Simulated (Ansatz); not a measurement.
# Al₃GaN₄: how the free axis answers a strain

Al₃GaN₄, P-43m, a = 4.401 Å. The structure is a Materials Project entry; whether it is the stable form wasn't checked. Ansatz: r2SCAN, PAW, 500 eV, Γ-centred 6×6×6 mesh on 8 atoms, Gaussian smearing 0.02 eV; no spin polarisation. Series: biaxial strain in the a-b plane, c and atoms relaxed; x is the strain in per cent. y is the change of c in per cent of 4.401 Å.

```tsv
x (%)	y (%)
-3.0	?
-1.5	1.53
0.0	0.00
1.5	-1.63
3.0	-3.38
```

Problem. Fit y = c1 x + c2 x² to the other rows, say what c1 measures, and predict the missing y.

Solution. Least squares on the rows shown. y = −1.055 x − 0.02384 x². With no stress along c, c1 = −2C12/C11 = -1.055. At x = -3.0 the fit asked for gives 2.95 %. The run gave 2.98 %, so the fit is 0.03 % too low, a small miss on the scale of the series. The form still works here, 33 % of the fitted range beyond its end.